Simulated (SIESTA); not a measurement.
**HfB2 under changes of volume**

One of the cells (9.905 Å³/atom); the others are scaled copies at fixed shape and fractional positions:

```xyz
3
Lattice="3.1400 0.0000 0.0000 -1.5700 2.7193 0.0000 0.0000 0.0000 3.4800" Properties=species:S:1:pos:R:3 pbc="T T T"
Hf    0.0000    0.0000    0.0000
B     1.5700    0.9064    1.7400
B     0.0000    1.8129    1.7400
```

| Quantity | Value |
| --- | --- |
| Program | SIESTA 5.4.2 |
| Functional | LDA |
| Potentials or basis | PseudoDojo 0.4 standard (LDA files) |
| Basis | DZP (energy shift 0.003 Ry; two zetas on semicore shells) |
| Grid cutoff | 800 Ry |
| Energy shift | 0.003 Ry |
| k mesh | 10 × 10 × 8 |
| Occupations | fermi-dirac, width 0.05 eV |
| Spin | no spin polarisation |

| volume (Å³/atom) | energy over the lowest point (meV/atom) | pressure (GPa) |
| --- | --- | --- |
| 9.311 | 4.84 | 7.1 |
| 9.509 | 0.00 | 0.9 |
| 9.707 | 2.43 | -4.7 |
| 9.905 | 11.44 | -9.8 |
| 10.103 | 26.40 | -14.4 |
| 10.301 | 46.76 | -18.5 |
| 10.499 | ? | ? |

Q: What does the run at 10.499 Å³/atom give?

A: Energy over the lowest point 71.96 meV/atom; pressure -22.2 GPa.

Worked out: A Birch-Murnaghan fit of order 3 (a polynomial in V^(-2/3)) to the other rows has its minimum at 9.54 Å³/atom with B0 = V·E''(V) = 279 GPa and B' = 3.8 at fixed shape and positions, which overstates the stiffness. It gives 72.00 meV/atom at 10.499 Å³/atom, against the run's 71.96, and -dE/dV = -22.3 GPa, against -22.2.

Energies are extrapolated to zero smearing.

Caveats: short orbitals over semicore shells can move pressures by several GPa; the basis of atomic orbitals isn't converged, which shifts pressures, moduli and gaps.
